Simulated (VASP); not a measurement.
# BAs (F-43m) in VASP: further runs, part 2 of 3

VASP 6.6.1.

**4. Band structure, LDA**

This run uses another cell than the first one, of 13.63 Å³/atom, 0.976 times its volume.

INCAR

```
SYSTEM = BAs
ALGO     = Fast           ! electronic algorithm
EDIFF    = 1E-6           ! SCF threshold, eV
ENCUT    = 520            ! plane-wave cutoff, eV
ISIF     = 2              ! what is computed and relaxed
ISMEAR   = 0              ! smearing method
LASPH    = .True.         ! aspherical terms in the spheres
LCHARG   = .False.        ! write CHGCAR
LREAL    = .False.        ! projectors in reciprocal space
LWAVE    = .False.        ! write WAVECAR
NELM     = 80             ! most SCF steps
PREC     = Accurate       ! precision mode
SIGMA    = 0.03           ! smearing width, eV
```

KPOINTS

```
k-points
0
Gamma
  10 10 10
  0 0 0
```

POSCAR

```
BAs                                     
1.0
    0.0000000000      2.3885000000      2.3885000000
    2.3885000000      0.0000000000      2.3885000000
    2.3885000000      2.3885000000      0.0000000000
  B               As            
     1     1
Direct
     0.0000000000000000    0.0000000000000000    0.0000000000000000
     0.2500000000000000    0.2500000000000000    0.2500000000000000
```

KPOINTS_OPT is that of step 3.

Potentials or basis: VASP PAW LDA potentials, release 64 (B, As).

Launch:

```
$ cat potpaw_LDA.64/B/POTCAR potpaw_LDA.64/As/POTCAR > POTCAR
$ mpirun -np 1 vasp_std > vasp.out
```

OUTCAR:

```text
SYSTEM = BAs
   EDIFF = 1E-6
   ENCUT = 520
   ISIF = 2
   ISMEAR = 0
   LASPH = .True.
   LREAL = .False.
   NELM = 80
   PREC = Accurate

 ion  position               nearest neighbor table
   1  0.000  0.000  0.000-   2 2.07   2 2.07   2 2.07   2 2.07
   2  0.250  0.250  0.250-   1 2.07   1 2.07   1 2.07   1 2.07

  LATTYP: Found a face centered cubic cell.
 ALAT       =     4.7770000000

  Lattice vectors:

 A1 = (   0.0000000000,   2.3885000000,   2.3885000000)
 A2 = (   2.3885000000,   0.0000000000,   2.3885000000)
 A3 = (   2.3885000000,   2.3885000000,   0.0000000000)

Analysis of symmetry for initial positions (statically):
=====================================================================
 Subroutine PRICEL returns:
 Original cell was already a primitive cell.

 Routine SETGRP: Setting up the symmetry group for a
 face centered cubic supercell.

 Subroutine GETGRP returns: Found 24 space group operations
 (whereof 24 operations were pure point group operations)
 out of a pool of 48 trial point group operations.

The static configuration has the point symmetry T_d .

Analysis of symmetry for dynamics (positions and initial velocities):
=====================================================================
 Subroutine PRICEL returns:
 Original cell was already a primitive cell.

 Routine SETGRP: Setting up the symmetry group for a
 face centered cubic supercell.

 Subroutine GETGRP returns: Found 24 space group operations
 (whereof 24 operations were pure point group operations)
 out of a pool of 48 trial point group operations.

The dynamic configuration has the point symmetry T_d .

 Subroutine INISYM returns: Found 24 space group operations
 (whereof 24 operations are pure point group operations),
 and found     1 'primitive' translations

----------------------------------------------------------------------------------------

                                     Primitive cell

  volume of cell :      27.2525

  direct lattice vectors                    reciprocal lattice vectors
     0.000000000  2.388500000  2.388500000    -0.209336404  0.209336404  0.209336404
     2.388500000  0.000000000  2.388500000     0.209336404 -0.209336404  0.209336404
     2.388500000  2.388500000  0.000000000     0.209336404  0.209336404 -0.209336404

  length of vectors
     3.377849094  3.377849094  3.377849094     0.362581287  0.362581287  0.362581287

  position of ions in fractional coordinates (direct lattice)
     0.000000000  0.000000000  0.000000000
     0.250000000  0.250000000  0.250000000

  ion indices of the primitive-cell ions
   primitive index   ion index
                 1           1
                 2           2

----------------------------------------------------------------------------------------

 KPOINTS: k-points

Automatic generation of k-mesh.
 Grid dimensions read from file:
 generate k-points for:   10   10   10

 Generating k-lattice:

  Cartesian coordinates                     Fractional coordinates (reciprocal lattice)
    -0.020933640  0.020933640  0.020933640     0.100000000  0.000000000  0.000000000
     0.020933640 -0.020933640  0.020933640     0.000000000  0.100000000  0.000000000
     0.020933640  0.020933640 -0.020933640     0.000000000  0.000000000  0.100000000

  Length of vectors
     0.036258129  0.036258129  0.036258129

  Shift w.r.t. Gamma in fractional coordinates (k-lattice)
     0.000000000  0.000000000  0.000000000

 Subroutine IBZKPT returns following result:
 ===========================================

 Found     47 irreducible k-points:

 Following reciprocal coordinates:
            Coordinates               Weight
  0.000000  0.000000  0.000000      1.000000
  0.100000  0.000000  0.000000      8.000000
  0.200000  0.000000  0.000000      8.000000
  0.300000  0.000000  0.000000      8.000000
  0.400000  0.000000  0.000000      8.000000
  0.500000  0.000000  0.000000      4.000000
[... 16 lines left out ...]
  0.300000  0.300000  0.000000      6.000000
  0.400000  0.300000  0.000000     24.000000
 [... further k-points ...]
   k-points           NKPTS =     47   k-points in BZ     NKDIM =     47   number of bands    NBANDS=      8
   number of dos      NEDOS =    301   number of ions     NIONS =      2
   total plane-waves  NPLWV =  21952
   dimension x,y,z NGX =    28 NGY =   28 NGZ =   28
   dimension x,y,z NGXF=    56 NGYF=   56 NGZF=   56
   ions per type =               1   1
   NGX,Y,Z   is equivalent  to a cutoff of  13.78, 13.78, 13.78 a.u.
   NGXF,Y,Z  is equivalent  to a cutoff of  27.56, 27.56, 27.56 a.u.
 SYSTEM =  BAs
   PREC   = accura    normal or accurate (medium, high low for compatibility)
   ISTART =      0    job   : 0-new  1-cont  2-samecut
   ICHARG =      2    charge: 1-file 2-atom 10-const
   ISPIN  =      1    spin polarized calculation?
   LNONCOLLINEAR =      F non collinear calculations
   LSORBIT =      F    spin-orbit coupling
   LASPH  =      T    aspherical Exc in radial PAW
   ENCUT  =  520.0 eV  38.22 Ry    6.18 a.u.   6.28  6.28  6.28*2*pi/ulx,y,z
   NELM   =     80;   NELMIN=  2; NELMDL= -5     # of ELM steps
   EDIFF  = 0.1E-05   stopping-criterion for ELM
   LREAL  =      F    real-space projection
   EDIFFG = 0.1E-04   stopping-criterion for IOM
   NSW    =      0    number of steps for IOM
   IBRION =     -1    ionic relax: 0-MD 1-quasi-New 2-CG
   NFREE  =      0    steps in history (QN), initial steepest desc. (CG)
   ISIF   =      2    stress and relaxation
   ISYM   =      2    0-nonsym 1-usesym 2-fastsym
   POTIM  = 0.5000    time-step for ionic-motion
   TEBEG  =    0.0;   TEEND  =   0.0 temperature during run
   PSTRESS=    0.0 pullay stress
   NELECT =       8.0000    total number of electrons
   NUPDOWN=      -1.0000    fix difference up-down
   EMIN   =  10.00;   EMAX   =-10.00  energy-range for DOS
   EFERMI =   0.00;   METHOD = LEGACY
   ISMEAR =     0;   SIGMA  =   0.03  broadening in eV -4-tet -1-fermi 0-gaus
   EFERMI_NEDOS =   21; number of points for ismear=-14 and -15
   IALGO  =     68    algorithm
   IMIX   =      4    mixing-type and parameters
     AMIX     =   0.40;   BMIX     =  1.00
     AMIX_MAG =   1.60;   BMIX_MAG =  1.00
  volume/ion in A,a.u.               =      13.63        91.95
  Fermi-wavevector in a.u.,A,eV,Ry     =   1.088018  2.056057 16.106360  1.183784
  Thomas-Fermi vector in A             =   2.224191
   LORBIT       =      0    0 simple, 1 ext, 2 COOP (PROOUT), +10 PAW based schemes
   GGA     = CA    functional components
   LHFCALC =     F    Hartree Fock is set to
   AEXX    =    0.0000 exact exchange contribution
   IVDW    =     0    specifies the selected vdW correction
   LEPSILON=     F    determine dielectric tensor
   LRPA    =     F    only Hartree local field effects (RPA)
 non-spin polarized calculation
 RMM-DIIS sequential band-by-band and
 Gauss-broadening in eV      SIGMA  =   0.03
  energy-cutoff  :      520.00
  volume of cell :       27.25
 maximum number of plane-waves:       754
 NGX is ok and might be reduce to    28
   NGX = 13   NGY = 13   NGZ = 13

 number of electron       8.0000000 magnetization

 Free energy of the ion-electron system (eV)
  ---------------------------------------------------
  ext. energy  EPLUGINS =         0.00000000
  ---------------------------------------------------
  free energy    TOTEN  =       -12.92088562 eV

  energy without entropy =      -12.92088562  energy(sigma->0) =      -12.92088562

 E-fermi :   6.3307     XC(G=0): -10.7840

 val. band max:        6.1567607027   @ k =   0.0000   0.0000   0.0000
 cond. band min:       7.2789041047   @ k =   0.4000   0.4000   0.0000
 fundamental gap:      1.1221434020
 Fermi energy:         6.3306793941

 k-point     1 :       0.0000    0.0000    0.0000
  band No.  band energies     occupation
      1      -9.2198      2.00000
      2       6.1568      2.00000
      3       6.1568      2.00000
      4       6.1568      2.00000
      5       9.4061      0.00000
      6       9.4061      0.00000
      7       9.4061      0.00000
      8      10.8493      0.00000
[... 243 lines left out ...]
 k-point    24 :       0.4000    0.3000    0.0000
  band No.  band energies     occupation
      1      -6.5910      2.00000
      2      -0.2410      2.00000
      3       2.1809      2.00000
      4       2.6744      2.00000
      5       7.8021      0.00000
      6       9.4916      0.00000
      7      14.9134      0.00000
      8      15.1453      0.00000

 [... further k-points ...]
[... 5 lines left out ...]
  --------------------------------------------------------------------------------------
  -------------------------------------------------------------------------------------
  Total       -0.5246084     -0.5246084     -0.5246084     -0.0000000     -0.0000000     -0.0000000
  in kB      -30.8418271    -30.8418271    -30.8418271     -0.0000000     -0.0000000     -0.0000000
  external PRESSURE =     -30.8418271 kB  Pullay stress =       0.0000000 kB

 VOLUME and BASIS-vectors are now :
 -----------------------------------------------------------------------------
  energy-cutoff  :      520.00
  volume of cell :       27.25
      direct lattice vectors                 reciprocal lattice vectors
     0.000000000  2.388500000  2.388500000    -0.209336404  0.209336404  0.209336404
     2.388500000  0.000000000  2.388500000     0.209336404 -0.209336404  0.209336404
     2.388500000  2.388500000  0.000000000     0.209336404  0.209336404 -0.209336404

 POSITION                                       TOTAL-FORCE (eV/Angst)
 -----------------------------------------------------------------------------------
      0.00000      0.00000      0.00000        -0.000000     -0.000000     -0.000000
      1.19425      1.19425      1.19425         0.000000      0.000000      0.000000
 -----------------------------------------------------------------------------------
    total drift:                               -0.000000     -0.000000     -0.000000

  FREE ENERGIE OF THE ION-ELECTRON SYSTEM (eV)
  ---------------------------------------------------
  free  energy   TOTEN  =       -12.9208856214 eV

  energy  without entropy=      -12.9208856214  energy(sigma->0) =      -12.92088562
```

Wall time 30 s (1 thread of Intel Xeon Platinum 8375C at 2.90GHz (Ice Lake), shared host); peak memory 0.15 GiB.

What came out:

```yaml
Free_energy: -12.9209 eV
Pressure: -3.1 GPa
Band_gap_on_the_k_mesh: 1.12 eV, indirect (least direct gap 3.25 eV)
Band_gap_along_the_path: 1.12 eV, indirect (least direct gap 3.25 eV)
```

Levels at the corners of the path, in eV from the valence-band top:
| point | band 1 | band 2 | band 3 | band 4 | band 5 | band 6 | band 7 | band 8 |
| --- | --- | --- | --- | --- | --- | --- | --- | --- |
| Γ | -15.38 | 0.00 | 0.00 | 0.00 | 3.25 | 3.25 | 3.25 | 4.69 |
| X | -11.24 | -8.43 | -4.08 | -4.08 | 1.34 | 1.41 | 11.23 | 11.23 |
| X | -11.24 | -8.43 | -4.08 | -4.08 | 1.34 | 1.41 | 11.23 | 11.23 |
| W | -11.08 | -7.94 | -5.51 | -5.21 | 5.17 | 5.86 | 6.69 | 7.04 |
| W | -11.08 | -7.94 | -5.51 | -5.21 | 5.17 | 5.86 | 6.69 | 7.04 |
| K | -11.27 | -8.04 | -5.97 | -3.48 | 1.99 | 5.47 | 9.13 | 9.66 |
| K | -11.27 | -8.04 | -5.97 | -3.48 | 1.99 | 5.47 | 9.13 | 9.66 |
| Γ | -15.38 | 0.00 | 0.00 | 0.00 | 3.25 | 3.25 | 3.25 | 4.69 |
| Γ | -15.38 | 0.00 | 0.00 | 0.00 | 3.25 | 3.25 | 3.25 | 4.69 |
| L | -12.52 | -8.76 | -1.82 | -1.82 | 2.69 | 4.75 | 4.75 | 8.69 |
| L | -12.52 | -8.76 | -1.82 | -1.82 | 2.69 | 4.75 | 4.75 | 8.69 |
| U | -11.27 | -8.04 | -5.97 | -3.48 | 1.99 | 5.47 | 9.13 | 9.66 |
| U | -11.27 | -8.04 | -5.97 | -3.48 | 1.99 | 5.47 | 9.13 | 9.66 |
| W | -11.08 | -7.94 | -5.51 | -5.21 | 5.17 | 5.86 | 6.69 | 7.04 |
| W | -11.08 | -7.94 | -5.51 | -5.21 | 5.17 | 5.86 | 6.69 | 7.04 |
| L | -12.52 | -8.76 | -1.82 | -1.82 | 2.69 | 4.75 | 4.75 | 8.69 |
| L | -12.52 | -8.76 | -1.82 | -1.82 | 2.69 | 4.75 | 4.75 | 8.69 |
| K | -11.27 | -8.04 | -5.97 | -3.48 | 1.99 | 5.47 | 9.13 | 9.66 |
| U | -11.27 | -8.04 | -5.97 | -3.48 | 1.99 | 5.47 | 9.13 | 9.66 |
| X | -11.24 | -8.43 | -4.08 | -4.08 | 1.34 | 1.41 | 11.23 | 11.23 |

LDA gaps usually lie below the measured ones, often by a third to a half.

[end of part 2 of 3]
